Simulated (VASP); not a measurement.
# Sb (Im-3m) in VASP: further runs

One crystal, Sb, is run at these levels: PBE, PBEsol, RPBE; tasks: band structure.

Everything below comes from runs of VASP 6.6.1. Logs are shortened: lines on timing, memory, paths and dates and some standing lists are left out, and cuts for length are marked.

## Step 1: The crystal as given

The structure is cubic, space group Im-3m (No. 229). The conventional cell has a = 3.743 Å, b = 3.743 Å, c = 3.743 Å, α = 90.00°, β = 90.00°, γ = 90.00°. Around Sb (site symmetry m-3m) lie 8 Sb at 3.24 Å.

This isn't the form of Sb at room conditions, which is rhombohedral.

## Step 2: Band structure, PBE

Input file POSCAR:

```
Sb
1.0
   -1.8713408863      1.8713408863      1.8713408863
    1.8713408863     -1.8713408863      1.8713408863
    1.8713408863      1.8713408863     -1.8713408863
Sb
1
Direct
    0.0000000000      0.0000000000      0.0000000000
```

Input file INCAR.step1:

```
SYSTEM = Sb
PREC     = Accurate       ! precision mode
ENCUT    = 520            ! plane-wave cutoff, eV
EDIFF    = 1E-6           ! SCF threshold, eV
ISMEAR   = -1             ! smearing method
SIGMA    = 0.05           ! smearing width, eV
LREAL    = .False.        ! projectors in reciprocal space
LASPH    = .True.         ! aspherical terms in the spheres
NELM     = 60             ! most SCF steps
ALGO     = Normal         ! electronic algorithm
ISIF     = 2              ! what is computed and relaxed
LWAVE    = .False.        ! write WAVECAR
LCHARG   = .True.         ! write CHGCAR
GGA      = PE             ! functional
```

Input file KPOINTS.step1:

```
Automatic mesh
0
Gamma
  10 10 10
  0 0 0
```

Input file INCAR.step2:

```
SYSTEM = Sb
PREC     = Accurate       ! precision mode
ENCUT    = 520            ! plane-wave cutoff, eV
EDIFF    = 1E-6           ! SCF threshold, eV
ISMEAR   = 0              ! smearing method
SIGMA    = 0.05           ! smearing width, eV
LREAL    = .False.        ! projectors in reciprocal space
LASPH    = .True.         ! aspherical terms in the spheres
NELM     = 60             ! most SCF steps
ALGO     = Normal         ! electronic algorithm
ISIF     = 2              ! what is computed and relaxed
LWAVE    = .False.        ! write WAVECAR
LCHARG   = .False.        ! write CHGCAR
GGA      = PE             ! functional
ICHARG   = 11             ! starting density
```

Input file KPOINTS.step2:

```
path GHNGPH,PN
15
line-mode
reciprocal
 0.0000000000  0.0000000000  0.0000000000  G
 0.5000000000 -0.5000000000  0.5000000000  H

 0.5000000000 -0.5000000000  0.5000000000  H
 0.0000000000  0.0000000000  0.5000000000  N

 0.0000000000  0.0000000000  0.5000000000  N
 0.0000000000  0.0000000000  0.0000000000  G

 0.0000000000  0.0000000000  0.0000000000  G
 0.2500000000  0.2500000000  0.2500000000  P

 0.2500000000  0.2500000000  0.2500000000  P
 0.5000000000 -0.5000000000  0.5000000000  H

 0.2500000000  0.2500000000  0.2500000000  P
 0.0000000000  0.0000000000  0.5000000000  N
```

Potentials or basis: VASP PAW PBE potentials, release 64 (Sb).

Command:

```bash
> cat potpaw_PBE.64/Sb/POTCAR > POTCAR
> cp INCAR.step1 INCAR
> cp KPOINTS.step1 KPOINTS
> mpirun -np 1 vasp_std > vasp.out
> cp INCAR.step2 INCAR
> cp KPOINTS.step2 KPOINTS
> mpirun -np 1 vasp_std > vasp.out
```

OUTCAR:

```text
SYSTEM = Sb
   PREC = Accurate
   ENCUT = 520
   EDIFF = 1E-6
   ISMEAR = 0
   LREAL = .False.
   LASPH = .True.
   NELM = 60
   ISIF = 2
   GGA = PE
   ICHARG = 11

 ion  position               nearest neighbor table
   1  0.000  0.000  0.000-

  LATTYP: Found a body centered cubic cell.
 ALAT       =     3.7426817726

  Lattice vectors:

 A1 = (  -1.8713408863,   1.8713408863,   1.8713408863)
 A2 = (   1.8713408863,  -1.8713408863,   1.8713408863)
 A3 = (   1.8713408863,   1.8713408863,  -1.8713408863)

Analysis of symmetry for initial positions (statically):
=====================================================================
 Subroutine PRICEL returns:
 Original cell was already a primitive cell.

 Routine SETGRP: Setting up the symmetry group for a
 body centered cubic supercell.

 Subroutine GETGRP returns: Found 48 space group operations
 (whereof 48 operations were pure point group operations)
 out of a pool of 48 trial point group operations.

The static configuration has the point symmetry O_h .

Analysis of symmetry for dynamics (positions and initial velocities):
=====================================================================
 Subroutine PRICEL returns:
 Original cell was already a primitive cell.

 Routine SETGRP: Setting up the symmetry group for a
 body centered cubic supercell.

 Subroutine GETGRP returns: Found 48 space group operations
 (whereof 48 operations were pure point group operations)
 out of a pool of 48 trial point group operations.

The dynamic configuration has the point symmetry O_h .

 Subroutine INISYM returns: Found 48 space group operations
 (whereof 48 operations are pure point group operations),
 and found     1 'primitive' translations

----------------------------------------------------------------------------------------

                                     Primitive cell

  volume of cell :      26.2131

  direct lattice vectors                    reciprocal lattice vectors
    -1.871340886  1.871340886  1.871340886     0.000000000  0.267188092  0.267188092
     1.871340886 -1.871340886  1.871340886     0.267188092  0.000000000  0.267188092
     1.871340886  1.871340886 -1.871340886     0.267188092  0.267188092  0.000000000

  length of vectors
     3.241257493  3.241257493  3.241257493     0.377861023  0.377861023  0.377861023

[... 66 lines left out ...]
   ENCUT  =  520.0 eV  38.22 Ry    6.18 a.u.   6.03  6.03  6.03*2*pi/ulx,y,z
   NELM   =     60;   NELMIN=  2; NELMDL=  0     # of ELM steps
   EDIFF  = 0.1E-05   stopping-criterion for ELM
   LREAL  =      F    real-space projection
   EDIFFG = 0.1E-04   stopping-criterion for IOM
   NSW    =      0    number of steps for IOM
   IBRION =     -1    ionic relax: 0-MD 1-quasi-New 2-CG
   NFREE  =      0    steps in history (QN), initial steepest desc. (CG)
   ISIF   =      2    stress and relaxation
   ISYM   =      2    0-nonsym 1-usesym 2-fastsym
   POTIM  = 0.5000    time-step for ionic-motion
   TEBEG  =    0.0;   TEEND  =   0.0 temperature during run
   PSTRESS=    0.0 pullay stress
   NELECT =       5.0000    total number of electrons
   NUPDOWN=      -1.0000    fix difference up-down
   EMIN   =  10.00;   EMAX   =-10.00  energy-range for DOS
   EFERMI =   0.00;   METHOD = LEGACY
   ISMEAR =     0;   SIGMA  =   0.05  broadening in eV -4-tet -1-fermi 0-gaus
   EFERMI_NEDOS =   21; number of points for ismear=-14 and -15
   IALGO  =     38    algorithm
   IMIX   =      4    mixing-type and parameters
     AMIX     =   0.40;   BMIX     =  1.00
     AMIX_MAG =   1.60;   BMIX_MAG =  1.00
  volume/ion in A,a.u.               =      26.21       176.89
  Fermi-wavevector in a.u.,A,eV,Ry     =   0.942378  1.780837 12.083018  0.888077
  Thomas-Fermi vector in A             =   2.069982
   LORBIT       =      0    0 simple, 1 ext, 2 COOP (PROOUT), +10 PAW based schemes
   GGA     = PE    functional components
   LHFCALC =     F    Hartree Fock is set to
   AEXX    =    0.0000 exact exchange contribution
   IVDW    =     0    specifies the selected vdW correction
   LEPSILON=     F    determine dielectric tensor
   LRPA    =     F    only Hartree local field effects (RPA)
 non-spin polarized calculation
 Gauss-broadening in eV      SIGMA  =   0.05
  energy-cutoff  :      520.00
  volume of cell :       26.21
 maximum number of plane-waves:       718

 number of electron       4.9999999 magnetization

 Free energy of the ion-electron system (eV)
  ---------------------------------------------------
  ext. energy  EPLUGINS =         0.00000000
  ---------------------------------------------------
  free energy    TOTEN  =        -4.08285420 eV

  energy without entropy =       -4.08168218  energy(sigma->0) =       -4.08226819

 E-fermi :   8.2193     XC(G=0): -10.3450

 val. band max:        8.2125943259   @ k =   0.3214  -0.3214   0.3214
 cond. band min:       8.2643131920   @ k =   0.1607   0.1607   0.3393
 fundamental gap:      0.0517188661
 Fermi energy:         8.2193237193

 k-point     1 :       0.0000    0.0000    0.0000
  band No.  band energies     occupation
      1      -4.2467      2.00000
      2      14.5119      0.00000
      3      14.5119      0.00000
      4      14.5119      0.00000
      5      19.4590      0.00000
      6      19.4590      0.00000
[... 199 lines left out ...]
 k-point    24 :       0.2143   -0.2143    0.5000
  band No.  band energies     occupation
      1       0.8230      2.00000
      2       4.0326      2.00000
      3       8.5399      0.00000
      4      10.0228      0.00000
      5      15.7303      0.00000
      6      17.4337      0.00000

 [... further k-points ...]

------------------------ aborting loop because EDIFF is reached ----------------------------------------

  FORCE on cell =-STRESS in cart. coord.  units (eV):
  Direction    XX          YY          ZZ          XY          YZ          ZX
  --------------------------------------------------------------------------------------
  -------------------------------------------------------------------------------------
  Total        0.2181698      0.2181698      0.2181698      0.0000000      0.0000000      0.0000000
  in kB       13.3348014     13.3348014     13.3348014      0.0000000      0.0000000      0.0000000
  external PRESSURE =      13.3348014 kB  Pullay stress =       0.0000000 kB

 VOLUME and BASIS-vectors are now :
 -----------------------------------------------------------------------------
  energy-cutoff  :      520.00
  volume of cell :       26.21
      direct lattice vectors                 reciprocal lattice vectors
    -1.871340886  1.871340886  1.871340886     0.000000000  0.267188092  0.267188092
     1.871340886 -1.871340886  1.871340886     0.267188092  0.000000000  0.267188092
     1.871340886  1.871340886 -1.871340886     0.267188092  0.267188092  0.000000000

 POSITION                                       TOTAL-FORCE (eV/Angst)
 -----------------------------------------------------------------------------------
      0.00000      0.00000      0.00000         0.000000     -0.000000     -0.000000
 -----------------------------------------------------------------------------------
    total drift:                                0.000000     -0.000000      0.000000

  FREE ENERGIE OF THE ION-ELECTRON SYSTEM (eV)
  ---------------------------------------------------
  free  energy   TOTEN  =        -4.0828541985 eV

  energy  without entropy=       -4.0816821807  energy(sigma->0) =       -4.08226819
```

OUTCAR.step1:

```text
SYSTEM = Sb
   PREC = Accurate
   ENCUT = 520
   EDIFF = 1E-6
   ISMEAR = -1
   LREAL = .False.
[... 434 lines left out ...]
 -----------------------------------------------------------------------------------
      0.00000      0.00000      0.00000         0.000000     -0.000000      0.000000
 -----------------------------------------------------------------------------------
    total drift:                               -0.000000     -0.000000     -0.000000

  FREE ENERGIE OF THE ION-ELECTRON SYSTEM (eV)
  ---------------------------------------------------
  free  energy   TOTEN  =        -3.8904966476 eV

  energy  without entropy=       -3.8814901950  energy(sigma->0) =       -3.88599342
```

Wall time 24 s (1 thread of AMD EPYC, shared host); peak memory 0.11 GiB.

Results:

* Band gap along the path: none (metal or under the smearing width)

Levels at the corners of the path, in eV from the Fermi level:
```tsv
point	band 1	band 2	band 3	band 4	band 5
Γ	-13.04	5.71	5.71	5.71	10.66
H	-5.45	-2.05	-2.05	-2.05	2.92
H	-5.45	-2.05	-2.05	-2.05	2.92
N	-8.84	-5.75	1.76	3.84	6.52
N	-8.84	-5.75	1.76	3.84	6.52
Γ	-13.04	5.71	5.71	5.71	10.66
Γ	-13.04	5.71	5.71	5.71	10.66
P	-7.79	-2.86	-2.86	-2.86	15.10
P	-7.79	-2.86	-2.86	-2.86	15.10
H	-5.45	-2.05	-2.05	-2.05	2.92
P	-7.79	-2.86	-2.86	-2.86	15.10
N	-8.84	-5.75	1.76	3.84	6.52
```

Caveat: the log is that of the step along the path at fixed density, whose energy, stress, charges and moments have no meaning; spin-orbit coupling is left out, which moves the levels of the heavy elements.

## Step 3: Band structure, PBEsol

POSCAR is that of step 2.

Changes to INCAR.step1 since step 2:

```diff
@@ -13,2 +13,2 @@
 LCHARG   = .True.         ! write CHGCAR
-GGA      = PE             ! functional
+GGA      = PS             ! functional
```

KPOINTS.step1 is that of step 2.

Changes to INCAR.step2 since step 2:

```diff
@@ -13,3 +13,3 @@
 LCHARG   = .False.        ! write CHGCAR
-GGA      = PE             ! functional
+GGA      = PS             ! functional
 ICHARG   = 11             ! starting density
```

KPOINTS.step2 is that of step 2.

Potentials or basis: VASP PAW PBE potentials, release 64 (Sb).

Command:

```bash
> cat potpaw_PBE.64/Sb/POTCAR > POTCAR
> cp INCAR.step1 INCAR
> cp KPOINTS.step1 KPOINTS
> mpirun -np 1 vasp_std > vasp.out
> cp INCAR.step2 INCAR
> cp KPOINTS.step2 KPOINTS
> mpirun -np 1 vasp_std > vasp.out
```

It took 26 s on 1 thread of AMD EPYC, shared host; peak memory 0.11 GiB.

It converged, with:

```
Band gap along the path : none (metal or under the smearing width)
```

Levels at the corners of the path, in eV from the Fermi level:
| point | band 1 | band 2 | band 3 | band 4 | band 5 |
| --- | --- | --- | --- | --- | --- |
| Γ | -13.05 | 5.71 | 5.71 | 5.71 | 10.72 |
| H | -5.46 | -2.04 | -2.04 | -2.04 | 2.91 |
| H | -5.46 | -2.04 | -2.04 | -2.04 | 2.91 |
| N | -8.85 | -5.75 | 1.77 | 3.83 | 6.52 |
| N | -8.85 | -5.75 | 1.77 | 3.83 | 6.52 |
| Γ | -13.05 | 5.71 | 5.71 | 5.71 | 10.72 |
| Γ | -13.05 | 5.71 | 5.71 | 5.71 | 10.72 |
| P | -7.79 | -2.86 | -2.86 | -2.86 | 15.14 |
| P | -7.79 | -2.86 | -2.86 | -2.86 | 15.14 |
| H | -5.46 | -2.04 | -2.04 | -2.04 | 2.91 |
| P | -7.79 | -2.86 | -2.86 | -2.86 | 15.14 |
| N | -8.85 | -5.75 | 1.77 | 3.83 | 6.52 |

Caveat: the log is that of the step along the path at fixed density, whose energy, stress, charges and moments have no meaning; the PAW data sets were made with another functional, which shifts forces and pressure a little; spin-orbit coupling is left out, which moves the levels of the heavy elements.

## Step 4: Band structure, RPBE

POSCAR is that of step 3.

Changes to INCAR.step1 since step 3:

```diff
@@ -13,2 +13,2 @@
 LCHARG   = .True.         ! write CHGCAR
-GGA      = PS             ! functional
+GGA      = RP             ! functional
```

KPOINTS.step1 is that of step 3.

Changes to INCAR.step2 since step 3:

```diff
@@ -13,3 +13,3 @@
 LCHARG   = .False.        ! write CHGCAR
-GGA      = PS             ! functional
+GGA      = RP             ! functional
 ICHARG   = 11             ! starting density
```

KPOINTS.step2 is that of step 3.

Command:

```bash
> cat potpaw_PBE.64/Sb/POTCAR > POTCAR
> cp INCAR.step1 INCAR
> cp KPOINTS.step1 KPOINTS
> mpirun -np 1 vasp_std > vasp.out
> cp INCAR.step2 INCAR
> cp KPOINTS.step2 KPOINTS
> mpirun -np 1 vasp_std > vasp.out
```

Wall time 23 s (1 thread of AMD EPYC, shared host); peak memory 0.11 GiB.

It converged, with:

```
Band gap along the path : none (metal or under the smearing width)
```

Levels at the corners of the path, in eV from the Fermi level:
| point | band 1 | band 2 | band 3 | band 4 | band 5 | band 6 |
| --- | --- | --- | --- | --- | --- | --- |
| Γ | -13.04 | 5.75 | 5.75 | 5.75 | 10.62 | 10.62 |
| H | -5.40 | -2.05 | -2.05 | -2.05 | 2.89 | 2.89 |
| H | -5.40 | -2.05 | -2.05 | -2.05 | 2.89 | 2.89 |
| N | -8.82 | -5.76 | 1.77 | 3.85 | 6.50 | 6.92 |
| N | -8.82 | -5.76 | 1.77 | 3.85 | 6.50 | 6.92 |
| Γ | -13.04 | 5.75 | 5.75 | 5.75 | 10.62 | 10.62 |
| Γ | -13.04 | 5.75 | 5.75 | 5.75 | 10.62 | 10.62 |
| P | -7.76 | -2.87 | -2.87 | -2.87 | 15.09 | 15.09 |
| P | -7.76 | -2.87 | -2.87 | -2.87 | 15.09 | 15.09 |
| H | -5.40 | -2.05 | -2.05 | -2.05 | 2.89 | 2.89 |
| P | -7.76 | -2.87 | -2.87 | -2.87 | 15.09 | 15.09 |
| N | -8.82 | -5.76 | 1.77 | 3.85 | 6.50 | 6.92 |

Caveat: the log is that of the step along the path at fixed density, whose energy, stress, charges and moments have no meaning; the PAW data sets were made with another functional, which shifts forces and pressure a little; spin-orbit coupling is left out, which moves the levels of the heavy elements.
